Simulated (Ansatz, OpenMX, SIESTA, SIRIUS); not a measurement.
One calculation of TiCo, 6 ways

```xyz
2
Lattice="2.9861 0.0000 0.0000 0.0000 2.9861 0.0000 0.0000 0.0000 2.9861" Properties=species:S:1:pos:R:3 pbc="T T T"
Co    1.4931    1.4931    1.4931
Ti    0.0000    0.0000    0.0000
```

The cell comes from a database or a generator and needn't be the stable form of this composition.

Alike in all runs: task band structure; functional PBE; k mesh 9 × 9 × 9; occupations fermi-dirac, width 0.05 eV; collinear spin, ferromagnetic start; no spin-orbit coupling. Pressure is positive in compression and, in plane waves, holds the error of the finite cutoff.

```
                                                               program and potentials  plane-wave cutoff (eV)         notes  pressure (GPa)  net moment per atom (μB)
                         SIRIUS, all-electron FP-LAPW (ZORA valence), apw+lo standard                       -             -               -                      0.40
              SIRIUS, all-electron FP-LAPW (Koelling-Harmon valence), apw+lo standard                       -             -               -                      0.40
     OpenMX, OpenMX 2013 PBE set, Co6.0H-s3p2d2f1, Ti7.0-s3p2d2f1, grid cutoff 500 Ry                       -  atomic basis            0.65                      0.42
                                        SIRIUS, all-electron FP-LAPW, apw+lo standard                       -             -               -                      0.40
                                       Ansatz, all-electron LAPW, scalar-relativistic                       -             -           -0.49                      0.42
SIESTA, files sg15-pbe-1.2, DZP (energy shift 0.003 Ry; two zetas on semicore shells)                       -  atomic basis            0.71                      0.41
```

The pressure spans -0.49 (Ansatz, all-electron LAPW, scalar-relativistic) to 0.71 GPa (SIESTA, files sg15-pbe-1.2, DZP (energy shift 0.003 Ry; two zetas on semicore shells)), with all-electron results at -0.49. The net moment per atom spans 0.40 (SIRIUS, all-electron FP-LAPW, apw+lo standard) to 0.42 μB (OpenMX, OpenMX 2013 PBE set, Co6.0H-s3p2d2f1, Ti7.0-s3p2d2f1, grid cutoff 500 Ry), with all-electron results at 0.40 to 0.42. The state is the one that the start led to, which needn't be the lowest. Rows in atomic bases carry the error of their basis and grid, which can be large.

Differences between rows come from potentials, basis sets and numerical settings, since the functional is the same but for its coding. Runs on potential files found faulty are left out.
